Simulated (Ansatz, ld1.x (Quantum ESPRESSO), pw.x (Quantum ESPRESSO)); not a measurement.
# What a changed setting does to a pw.x run (bcc Sr)

Potential: norm-conserving RRKJ (Kleinman–Bylander form), ld1.x (Quantum ESPRESSO) 7.5, PBE; core [Kr], reference 4d0 5s2 5p0; waves: 5p (bound, empty): rc 3.80 bohr; 4d (bound, empty): rc 2.50 bohr; 5s (bound): rc 3.15 bohr; local part: the s channel; core correction: Bessel-smoothed model core inside 2.20 bohr; rho0 0.001.

The reference run (k-mesh 10³, cutoffs 50/200 Ry, Fermi–Dirac 0.01 Ry, mixing_beta 0.4, conv_thr 1e-9, no spin) gives 0.09 GPa at 54.586 Å³/atom, where all-electron LAPW gives 0.01 GPa. This run, with its own iteration cap, changes degauss to 0.02.

```
&control
  calculation='scf', prefix='x', pseudo_dir='./', outdir='./tmp', tstress=.true., disk_io='none'
/
&system
  ibrav=0, nat=1, ntyp=1, ecutwfc=50, ecutrho=200, nbnd=8,
  occupations='smearing', smearing='fd', degauss=0.02
/
&electrons
  conv_thr=1e-09, mixing_beta=0.4, electron_maxstep=60
/
ATOMIC_SPECIES
Sr 1.0 Sr.UPF
CELL_PARAMETERS angstrom
  -2.38968373 2.38968373 2.38968373
  2.38968373 -2.38968373 2.38968373
  2.38968373 2.38968373 -2.38968373
ATOMIC_POSITIONS crystal
Sr 0.0000 0.0000 0.0000
K_POINTS automatic
10 10 10 0 0 0
```

```bash
pw.x < Sr.scf.in > Sr.scf.out
```

How does the run end?

It converges in 7 iterations; the free energy moves by -122.8 meV/atom and the pressure by +0.13 GPa. In a metal, with Fermi–Dirac smearing, F lies below its zero-width value by a term in the square of the width.

```
Message from routine setup:
     using ibrav=0 with symmetry is DISCOURAGED, use correct ibrav instead
     lattice parameter (alat)  =       7.8217  a.u.
     unit-cell volume          =     368.3646 (a.u.)^3
     number of electrons       =         2.00
     number of Kohn-Sham states=            8
     kinetic-energy cutoff     =      50.0000  Ry
     charge density cutoff     =     200.0000  Ry
     scf convergence threshold =      1.0E-09
     Exchange-correlation= PBE
     number of k points=    47  Fermi-Dirac smearing, width (Ry)=  0.0200
     iteration #  1     ecut=    50.00 Ry     beta= 0.40
     total energy              =     -11.75406402 Ry
     estimated scf accuracy    <       0.00079815 Ry
     iteration #  2     ecut=    50.00 Ry     beta= 0.40
     total energy              =     -11.75431232 Ry
     estimated scf accuracy    <       0.00031709 Ry
     iteration #  3     ecut=    50.00 Ry     beta= 0.40
     total energy              =     -11.75433001 Ry
     estimated scf accuracy    <       0.00000064 Ry
     iteration #  4     ecut=    50.00 Ry     beta= 0.40
     total energy              =     -11.75433079 Ry
     estimated scf accuracy    <       0.00000019 Ry
     iteration #  5     ecut=    50.00 Ry     beta= 0.40
     total energy              =     -11.75433080 Ry
     estimated scf accuracy    <          9.1E-09 Ry
     iteration #  6     ecut=    50.00 Ry     beta= 0.40
     total energy              =     -11.75433080 Ry
     estimated scf accuracy    <          1.7E-09 Ry
     iteration #  7     ecut=    50.00 Ry     beta= 0.40
     the Fermi energy is     1.7942 ev
!    total energy              =     -11.75433080 Ry
     estimated scf accuracy    <          1.7E-11 Ry
     smearing contrib. (-TS)   =      -0.02371204 Ry
     The total energy is F=E-TS. E is the sum of the following terms:
     one-electron contribution =       1.12209801 Ry
     hartree contribution      =       0.00337634 Ry
     xc contribution           =     -11.24433219 Ry
     ewald contribution        =      -1.61176092 Ry
     convergence has been achieved in   7 iterations
          total   stress  (Ry/bohr**3)                   (kbar)     P=        2.15
     Message from routine punch:
     Nothing written, as per user request (disk_io='none')
```

The run took about 9.4 s on one core of a shared host (Neoverse-V1, 64 threads, 503 GiB, load 27).
